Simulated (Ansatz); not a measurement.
Relaxed CaF$_{2}$ (fluorite):

```
CELL_PARAMETERS angstrom
      0.00000     5.51096     5.51096
      2.75548     0.00000     2.75548
      2.75548     2.75548     0.00000
ATOMIC_POSITIONS crystal
  Ca 0.00000 0.00000 0.00000
  Ca 0.50000 0.00000 0.00000
  F  0.12500 0.25000 0.25000
  F  0.62500 0.25000 0.25000
  F  0.37500 0.75000 0.75000
  F  0.87500 0.75000 0.75000
```

The atoms are displaced by Q × the pattern below (from a DFPT mode at L = (0.5, 0.0, 0.0), largest move 1; Q in Å), at fixed cell. It is one choice among 2 degenerate patterns. (q is in reciprocal vectors of the primitive cell; the cell shown is doubled to hold the pattern.)

```csv
atom,x,y,z
F3,0.285,-0.520,0.805
F4,-0.285,0.520,-0.805
F5,0.285,-0.520,0.805
F6,-0.285,0.520,-0.805
```

Atoms not listed stay in place.

Method: PBE (plane waves to 420 eV, PAW, scalar-relativistic; Ansatz, an electronic-structure program). k mesh 5×10×10 (Γ-centred), Fermi-Dirac smearing 0.05 eV. CaF2 was relaxed with its symmetry unable to fall. 

| Q (Å) | −dE/dQ from forces (eV/Å) |
|---|---|
| -0.100 | 1.909 |
| -0.083 | 1.583 |
| -0.067 | 1.262 |
| -0.050 | 0.943 |
| -0.033 | 0.627 |
| -0.017 | 0.313 |
| 0.000 | 0.000 |
| 0.017 | -0.313 |
| 0.033 | -0.627 |
| 0.050 | -0.943 |
| 0.067 | -1.262 |
| 0.083 | -1.583 |
| 0.100 | -1.909 |

Problem. What harmonic wavenumber does the curvature at Q = 0 give?

Solution. 259 cm⁻¹. E″ = 18.79 eV/Å², M = Σ mᵢ|uᵢ|² = 76.0 u, ν̃ = 521.5·√(|E″|/M).

(For displaced atoms, the force is minus the slope of the energy, and its curvature is a force constant, which sets phonon frequencies.)
